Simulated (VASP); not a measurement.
# Al in VASP: settings compared

Aim: see how the results for Al move with the level of theory and the settings. Levels: PBE, PBE+D3(BJ). Tasks: work function.

Program: VASP 6.6.1. These are calculated values, not measurements. Logs are shortened: lines on timing, memory, paths and dates and some standing lists are left out, and cuts for length are marked.

## Step 1: The structure

The cell holds a slab with vacuum, 4 atoms: a = 2.912 Å, b = 2.912 Å, c = 26.033 Å, α = 90.00°, β = 90.00°, γ = 90.00°.

The cell was built by a generator and needn't be a form met in nature.

## Step 2: Work function, PBE

Contents of INCAR:

```
ALGO = Normal
DIPOL = 0.5 0.5 0.500
EDIFF = 1E-6
ENCUT = 520
GGA = PE
IDIPOL = 3
ISIF = 2
ISMEAR = 1
KPAR = 2
LASPH = True
LCHARG = True
LDIPOL = True
LREAL = False
LVACPOTAV = True
LVHAR = True
LWAVE = False
NELM = 80
PREC = Accurate
SIGMA = 0.1
```

Contents of KPOINTS:

```
k-points
0
Gamma
  11 11 1
```

Contents of POSCAR:

```
Al                                      
1.0
    2.9124880100      0.0000000000      0.0000000000
    0.0000000000      2.9124880100      0.0000000000
    0.0000000000      0.0000000000     26.0333183600
  Al            
     4
Direct
     1.0000000000000000    0.0000000000000000    0.3806946882691983
     0.5000000000000000    0.5000000000000000    0.4609662754894892
     0.0000000000000000    0.0000000000000000    0.5390375945105113
     0.5000000000000000    0.5000000000000000    0.6193053117308015
```

Potentials or basis: VASP PAW PBE potentials, release 64 (Al).

Launch:

```sh
> cat potpaw_PBE.64/Al/POTCAR > POTCAR
> mpirun -np 2 vasp_std > vasp.out
```

OUTCAR:

```text
EDIFF = 1E-6
   ENCUT = 520
   GGA = PE
   ISIF = 2
   ISMEAR = 1
   LASPH = True
   LREAL = False
   NELM = 80
   PREC = Accurate

 ion  position               nearest neighbor table
   1  0.000  0.000  0.381-   2 2.93   2 2.93   2 2.93   2 2.93
   2  0.500  0.500  0.461-   3 2.89   3 2.89   3 2.89   3 2.89   1 2.93   1 2.93   1 2.93   1 2.93

   3  0.000  0.000  0.539-   2 2.89   2 2.89   2 2.89   2 2.89   4 2.93   4 2.93   4 2.93   4 2.93

   4  0.500  0.500  0.619-   3 2.93   3 2.93   3 2.93   3 2.93

  LATTYP: Found a simple tetragonal cell.
 ALAT       =     2.9124880100
 C/A-ratio  =     8.9385152044

  Lattice vectors:

 A1 = (   2.9124880100,   0.0000000000,   0.0000000000)
 A2 = (   0.0000000000,   2.9124880100,   0.0000000000)
 A3 = (   0.0000000000,   0.0000000000,  26.0333183600)

Analysis of symmetry for initial positions (statically):
=====================================================================
 Subroutine PRICEL returns:
 Original cell was already a primitive cell.

 Routine SETGRP: Setting up the symmetry group for a
 simple tetragonal supercell.

 Subroutine GETGRP returns: Found 16 space group operations
 (whereof  8 operations were pure point group operations)
 out of a pool of 16 trial point group operations.

The static configuration has the point symmetry C_4v.
 The point group associated with its full space group is D_4h.

Analysis of symmetry for dynamics (positions and initial velocities):
=====================================================================
 Subroutine PRICEL returns:
 Original cell was already a primitive cell.

 Routine SETGRP: Setting up the symmetry group for a
 simple tetragonal supercell.

 Subroutine GETGRP returns: Found 16 space group operations
 (whereof  8 operations were pure point group operations)
 out of a pool of 16 trial point group operations.

The dynamic configuration has the point symmetry C_4v.
 The point group associated with its full space group is D_4h.

 Subroutine INISYM returns: Found 16 space group operations
 (whereof  8 operations are pure point group operations),
 and found     1 'primitive' translations

----------------------------------------------------------------------------------------

                                     Primitive cell

  volume of cell :     220.8299

  direct lattice vectors                    reciprocal lattice vectors
     2.912488010  0.000000000  0.000000000     0.343349053  0.000000000  0.000000000
     0.000000000  2.912488010  0.000000000     0.000000000  0.343349053  0.000000000
     0.000000000  0.000000000 26.033318360     0.000000000  0.000000000  0.038412314

  length of vectors
     2.912488010  2.912488010 26.033318360     0.343349053  0.343349053  0.038412314

  position of ions in fractional coordinates (direct lattice)
     0.000000000  0.000000000  0.380694688
     0.500000000  0.500000000  0.460966275
     0.000000000  0.000000000  0.539037595
     0.500000000  0.500000000  0.619305312

  ion indices of the primitive-cell ions
   primitive index   ion index
                 1           1
                 2           2
                 3           3
                 4           4

----------------------------------------------------------------------------------------

 KPOINTS: k-points

Automatic generation of k-mesh.
 Grid dimensions read from file:
 generate k-points for:   11   11    1

 Generating k-lattice:

  Cartesian coordinates                     Fractional coordinates (reciprocal lattice)
     0.031213550  0.000000000  0.000000000     0.090909091  0.000000000  0.000000000
     0.000000000  0.031213550  0.000000000     0.000000000  0.090909091  0.000000000
     0.000000000  0.000000000  0.038412314     0.000000000  0.000000000  1.000000000

  Length of vectors
     0.031213550  0.031213550  0.038412314

  Shift w.r.t. Gamma in fractional coordinates (k-lattice)
     0.000000000  0.000000000  0.000000000

 Subroutine IBZKPT returns following result:
 ===========================================

 Found     21 irreducible k-points:

 Following reciprocal coordinates:
            Coordinates               Weight
  0.000000  0.000000  0.000000      1.000000
  0.090909  0.000000  0.000000      4.000000
  0.181818  0.000000  0.000000      4.000000
  0.272727  0.000000  0.000000      4.000000
  0.363636  0.000000  0.000000      4.000000
  0.454545  0.000000  0.000000      4.000000
[... 13 lines left out ...]
  0.454545  0.363636  0.000000      8.000000
  0.454545  0.454545  0.000000      4.000000
   k-points           NKPTS =     21   k-points in BZ     NKDIM =     21   number of bands    NBANDS=     10
   number of dos      NEDOS =    301   number of ions     NIONS =      4
   total plane-waves  NPLWV = 112896
   dimension x,y,z NGX =    24 NGY =   24 NGZ =  196
   dimension x,y,z NGXF=    48 NGYF=   48 NGZF=  392
   ions per type =               4
   NGX,Y,Z   is equivalent  to a cutoff of  13.70, 13.70, 12.52 a.u.
   NGXF,Y,Z  is equivalent  to a cutoff of  27.40, 27.40, 25.03 a.u.
 SYSTEM =  unknown system
   PREC   = accura    normal or accurate (medium, high low for compatibility)
   ISTART =      0    job   : 0-new  1-cont  2-samecut
   ICHARG =      2    charge: 1-file 2-atom 10-const
   ISPIN  =      1    spin polarized calculation?
   LNONCOLLINEAR =      F non collinear calculations
   LSORBIT =      F    spin-orbit coupling
   LASPH  =      T    aspherical Exc in radial PAW
   ENCUT  =  520.0 eV  38.22 Ry    6.18 a.u.   5.42  5.42 48.40*2*pi/ulx,y,z
   NELM   =     80;   NELMIN=  2; NELMDL= -5     # of ELM steps
   EDIFF  = 0.1E-05   stopping-criterion for ELM
   LREAL  =      F    real-space projection
   EDIFFG = 0.1E-04   stopping-criterion for IOM
   NSW    =      0    number of steps for IOM
   IBRION =     -1    ionic relax: 0-MD 1-quasi-New 2-CG
   NFREE  =      0    steps in history (QN), initial steepest desc. (CG)
   ISIF   =      2    stress and relaxation
   ISYM   =      2    0-nonsym 1-usesym 2-fastsym
   POTIM  = 0.5000    time-step for ionic-motion
   TEBEG  =    0.0;   TEEND  =   0.0 temperature during run
   PSTRESS=    0.0 pullay stress
   NELECT =      12.0000    total number of electrons
   NUPDOWN=      -1.0000    fix difference up-down
   EMIN   =  10.00;   EMAX   =-10.00  energy-range for DOS
   EFERMI =   0.00;   METHOD = LEGACY
   ISMEAR =     1;   SIGMA  =   0.10  broadening in eV -4-tet -1-fermi 0-gaus
   EFERMI_NEDOS =   21; number of points for ismear=-14 and -15
   IALGO  =     38    algorithm
   IMIX   =      4    mixing-type and parameters
     AMIX     =   0.40;   BMIX     =  1.00
     AMIX_MAG =   1.60;   BMIX_MAG =  1.00
  volume/ion in A,a.u.               =      55.21       372.56
  Fermi-wavevector in a.u.,A,eV,Ry     =   0.620082  1.171786  5.231467  0.384502
  Thomas-Fermi vector in A             =   1.679108
   LORBIT       =      0    0 simple, 1 ext, 2 COOP (PROOUT), +10 PAW based schemes
   GGA     = PE    functional components
   LHFCALC =     F    Hartree Fock is set to
   AEXX    =    0.0000 exact exchange contribution
   IVDW    =     0    specifies the selected vdW correction
   LEPSILON=     F    determine dielectric tensor
   LRPA    =     F    only Hartree local field effects (RPA)
 non-spin polarized calculation
 Methfessel and Paxton  Order N= 1 SIGMA  =   0.10
  energy-cutoff  :      520.00
  volume of cell :      220.83
 maximum number of plane-waves:      6033
 NGX is ok and might be reduce to    24
   NGX = 11   NGY = 11   NGZ = 97

 number of electron      12.0000000 magnetization

 dipolmoment           0.000000      0.000000     -0.000306 electrons x Angstroem

 Free energy of the ion-electron system (eV)
  ---------------------------------------------------
  ext. energy  EPLUGINS =         0.00000000
  ---------------------------------------------------
  free energy    TOTEN  =       -13.89676284 eV

  energy without entropy =      -13.89810051  energy(sigma->0) =      -13.89720873

 E-fermi :  -0.5360     XC(G=0):  -3.9168

 val. band max:       -0.5530257882   @ k =   0.3636   0.0909   0.0000
 cond. band min:      -0.4639925631   @ k =   0.2727   0.0909   0.0000
 fundamental gap:      0.0890332252
 Fermi energy:        -0.5359869405

 k-point     1 :       0.0000    0.0000    0.0000
  band No.  band energies     occupation
      1     -10.8790      2.00000
      2      -9.5025      2.00000
      3      -7.4953      2.00000
      4      -4.7470      2.00000
      5      -2.4378      2.00000
      6       0.9052     -0.00000
      7       2.9008      0.00000
      8       3.7269      0.00000
      9       3.9237      0.00000
     10       5.0508      0.00000

 k-point     2 :       0.0909    0.0000    0.0000
  band No.  band energies     occupation
      1     -10.7353      2.00000
      2      -9.3598      2.00000
      3      -7.3540      2.00000
      4      -4.6068      2.00000
      5      -2.3041      2.00000
      6       1.0370     -0.00000
      7       2.7660      0.00000
      8       3.0415      0.00000
      9       3.8720      0.00000
     10       4.0295      0.00000

 k-point     3 :       0.1818    0.0000    0.0000
  band No.  band energies     occupation
      1     -10.3047      2.00000
      2      -8.9325      2.00000
      3      -6.9314      2.00000
      4      -4.1876      2.00000
      5      -1.9051      2.00000
      6       0.3051     -0.00000
      7       1.4704      0.00000
      8       1.6282      0.00000
      9       3.4739      0.00000
     10       3.5310      0.00000
[... 209 lines left out ...]
 k-point    20 :       0.4545    0.3636    0.0000
  band No.  band energies     occupation
      1      -5.1089      2.00000
      2      -3.7928      2.00000
      3      -3.6227      2.00000
      4      -2.3260      2.00000
      5      -1.8408      2.00000
      6      -0.4417     -0.03633
      7      -0.3713     -0.04180
      8       0.8280     -0.00000
      9       0.8816     -0.00000
     10       1.1257     -0.00000

 k-point    21 :       0.4545    0.4545    0.0000
  band No.  band energies     occupation
      1      -3.9133      2.00000
      2      -2.8876      2.00000
      3      -2.6009      2.00000
      4      -1.6554      2.00000
      5      -1.5994      2.00000
      6      -0.7030      2.03975
      7      -0.6815      2.05916
      8      -0.2494     -0.00039
      9       0.2619     -0.00000
     10       0.6839     -0.00000

------------------------ aborting loop because EDIFF is reached ----------------------------------------

  FORCE on cell =-STRESS in cart. coord.  units (eV):
  Direction    XX          YY          ZZ          XY          YZ          ZX
  --------------------------------------------------------------------------------------
  -------------------------------------------------------------------------------------
  Total       -3.5674846     -3.5674846     -0.0512339      0.0000000      0.0000000      0.0000000
  in kB      -25.8830152    -25.8830152     -0.3717153      0.0000000      0.0000000      0.0000000
  external PRESSURE =     -17.3792485 kB  Pullay stress =       0.0000000 kB

 VOLUME and BASIS-vectors are now :
 -----------------------------------------------------------------------------
  energy-cutoff  :      520.00
  volume of cell :      220.83
      direct lattice vectors                 reciprocal lattice vectors
     2.912488010  0.000000000  0.000000000     0.343349053  0.000000000  0.000000000
     0.000000000  2.912488010  0.000000000     0.000000000  0.343349053  0.000000000
     0.000000000  0.000000000 26.033318360     0.000000000  0.000000000  0.038412314

 POSITION                                       TOTAL-FORCE (eV/Angst)
 -----------------------------------------------------------------------------------
      0.00000      0.00000      9.91075         0.000000     -0.000000      0.011841
      1.45624      1.45624     12.00048         0.000000     -0.000000     -0.012014
      0.00000      0.00000     14.03294         0.000000      0.000000      0.012014
      1.45624      1.45624     16.12257         0.000000      0.000000     -0.011841
 -----------------------------------------------------------------------------------
    total drift:                                0.000000     -0.000000     -0.007538

  FREE ENERGIE OF THE ION-ELECTRON SYSTEM (eV)
  ---------------------------------------------------
  free  energy   TOTEN  =       -13.8967628352 eV

  energy  without entropy=      -13.8981005113  energy(sigma->0) =      -13.89720873

 vacuum level on the upper side and lower side of the slab         3.776         3.783
```

Run time: 50 s. Hardware: 2 MPI ranks of Intel Xeon Platinum 8259CL at 2.50GHz (Skylake/Cascade Lake), shared host; peak memory 0.32 GiB.

Results:

```yaml
Free_energy: -13.8968 eV
Largest_force: 0.012 eV/Å
Band_gap_on_the_k_mesh: none (metal or under the smearing width)
Work_function_of_the_upper_face: 4.31 eV
Work_function_of_the_lower_face: 4.32 eV
```

Forces on the atoms (eV/Å):
```
Al   0.000  0.000  0.012
Al   0.000  0.000 -0.012
Al   0.000  0.000  0.012
Al   0.000  0.000 -0.012
```

Levels at points of the mesh, in eV from the Fermi level:
| k point | band 4 | band 5 | band 6 | band 7 | band 8 | band 9 |
| --- | --- | --- | --- | --- | --- | --- |
| (0.00, 0.00, 0.00) | -4.21 | -1.90 | 1.44 | 3.44 | 4.26 | 4.46 |

## Step 3: Work function, PBE+D3(BJ)

INCAR: that of step 2 with these lines changed.

```diff
@@ -8,2 +8,3 @@
 ISMEAR = 1
+IVDW = 12
 KPAR = 2
```

KPOINTS is that of step 2.

POSCAR is that of step 2.

Potentials or basis: VASP PAW PBE potentials, release 64 (Al).

Launch:

```sh
> cat potpaw_PBE.64/Al/POTCAR > POTCAR
> mpirun -np 2 vasp_std > vasp.out
```

OUTCAR:

```text
EDIFF = 1E-6
   ENCUT = 520
   GGA = PE
   ISIF = 2
   ISMEAR = 1
   IVDW = 12
   LASPH = True
   LREAL = False
   NELM = 80
   PREC = Accurate
 IVDW          = 12

 ion  position               nearest neighbor table
   1  0.000  0.000  0.381-   2 2.93   2 2.93   2 2.93   2 2.93
   2  0.500  0.500  0.461-   3 2.89   3 2.89   3 2.89   3 2.89   1 2.93   1 2.93   1 2.93   1 2.93

   3  0.000  0.000  0.539-   2 2.89   2 2.89   2 2.89   2 2.89   4 2.93   4 2.93   4 2.93   4 2.93

   4  0.500  0.500  0.619-   3 2.93   3 2.93   3 2.93   3 2.93

  LATTYP: Found a simple tetragonal cell.
 ALAT       =     2.9124880100
 C/A-ratio  =     8.9385152044

  Lattice vectors:

 A1 = (   2.9124880100,   0.0000000000,   0.0000000000)
 A2 = (   0.0000000000,   2.9124880100,   0.0000000000)
 A3 = (   0.0000000000,   0.0000000000,  26.0333183600)

Analysis of symmetry for initial positions (statically):
=====================================================================
 Subroutine PRICEL returns:
 Original cell was already a primitive cell.

 Routine SETGRP: Setting up the symmetry group for a
 simple tetragonal supercell.

 Subroutine GETGRP returns: Found 16 space group operations
 (whereof  8 operations were pure point group operations)
 out of a pool of 16 trial point group operations.

The static configuration has the point symmetry C_4v.
 The point group associated with its full space group is D_4h.

Analysis of symmetry for dynamics (positions and initial velocities):
=====================================================================
 Subroutine PRICEL returns:
 Original cell was already a primitive cell.

 Routine SETGRP: Setting up the symmetry group for a
 simple tetragonal supercell.

 Subroutine GETGRP returns: Found 16 space group operations
 (whereof  8 operations were pure point group operations)
 out of a pool of 16 trial point group operations.

The dynamic configuration has the point symmetry C_4v.
 The point group associated with its full space group is D_4h.

 Subroutine INISYM returns: Found 16 space group operations
 (whereof  8 operations are pure point group operations),
[... 132 lines left out ...]
 NGX is ok and might be reduce to    24
   NGX = 11   NGY = 11   NGZ = 97

 number of electron      12.0000000 magnetization

 dipolmoment           0.000000      0.000000     -0.000306 electrons x Angstroem

 Free energy of the ion-electron system (eV)
  ---------------------------------------------------
  ext. energy  EPLUGINS =         0.00000000
  ---------------------------------------------------
  free energy    TOTEN  =       -13.89676284 eV

  energy without entropy =      -13.89810051  energy(sigma->0) =      -13.89720873

 E-fermi :  -0.5360     XC(G=0):  -3.9168

 val. band max:       -0.5530257882   @ k =   0.3636   0.0909   0.0000
 cond. band min:      -0.4639925631   @ k =   0.2727   0.0909   0.0000
 fundamental gap:      0.0890332252
 Fermi energy:        -0.5359869405

 k-point     1 :       0.0000    0.0000    0.0000
  band No.  band energies     occupation
      1     -10.8790      2.00000
      2      -9.5025      2.00000
      3      -7.4953      2.00000
      4      -4.7470      2.00000
      5      -2.4378      2.00000
      6       0.9052     -0.00000
      7       2.9008      0.00000
      8       3.7269      0.00000
      9       3.9237      0.00000
     10       5.0508      0.00000
[... 248 lines left out ...]
 k-point    21 :       0.4545    0.4545    0.0000
  band No.  band energies     occupation
      1      -3.9133      2.00000
      2      -2.8876      2.00000
      3      -2.6009      2.00000
      4      -1.6554      2.00000
      5      -1.5994      2.00000
      6      -0.7030      2.03975
      7      -0.6815      2.05916
      8      -0.2494     -0.00039
      9       0.2619     -0.00000
     10       0.6839     -0.00000

------------------------ aborting loop because EDIFF is reached ----------------------------------------

 Edisp (eV)   -0.91228

 E8    (eV) :    -0.4241

  FORCE on cell =-STRESS in cart. coord.  units (eV):
  Direction    XX          YY          ZZ          XY          YZ          ZX
  --------------------------------------------------------------------------------------
  -------------------------------------------------------------------------------------
  Total      -4.51401    -4.51401    -0.63915     0.00000     0.00000     0.00000
  in kB     -32.75029   -32.75029    -4.63717     0.00000     0.00000     0.00000
  external pressure =      -23.38 kB  Pullay stress =        0.00 kB

 VOLUME and BASIS-vectors are now :
 -----------------------------------------------------------------------------
  energy-cutoff  :      520.00
  volume of cell :      220.83
      direct lattice vectors                 reciprocal lattice vectors
     2.912488010  0.000000000  0.000000000     0.343349053  0.000000000  0.000000000
     0.000000000  2.912488010  0.000000000     0.000000000  0.343349053  0.000000000
     0.000000000  0.000000000 26.033318360     0.000000000  0.000000000  0.038412314

 POSITION                                       TOTAL-FORCE (eV/Angst)
 -----------------------------------------------------------------------------------
      0.00000      0.00000      9.91075         0.000000      0.000000      0.092699
      1.45624      1.45624     12.00048         0.000000     -0.000000      0.028584
      0.00000      0.00000     14.03294         0.000000      0.000000     -0.028584
      1.45624      1.45624     16.12257         0.000000     -0.000000     -0.092699
 -----------------------------------------------------------------------------------
    total drift:                                0.000000     -0.000000     -0.007538

  FREE ENERGIE OF THE ION-ELECTRON SYSTEM (eV)
  ---------------------------------------------------
  free  energy   TOTEN  =       -14.8090404548 eV

  energy  without entropy=      -14.8103781309  energy(sigma->0) =      -14.80948635

 vacuum level on the upper side and lower side of the slab         3.776         3.783
```

It took 77 s on 2 MPI ranks of Intel Xeon Platinum 8259CL at 2.50GHz (Skylake/Cascade Lake), shared host; peak memory 0.32 GiB.

What came out:

```yaml
Free_energy: -14.8090 eV
Largest_force: 0.093 eV/Å
Band_gap_on_the_k_mesh: none (metal or under the smearing width)
Dispersion_energy_per_atom: -0.228 eV
Work_function_of_the_upper_face: 4.31 eV
Work_function_of_the_lower_face: 4.32 eV
```

Forces on the atoms (eV/Å):
```
Al   0.000  0.000  0.093
Al   0.000  0.000  0.029
Al   0.000  0.000 -0.029
Al   0.000  0.000 -0.093
```

(Continued in part 2 of 2.)
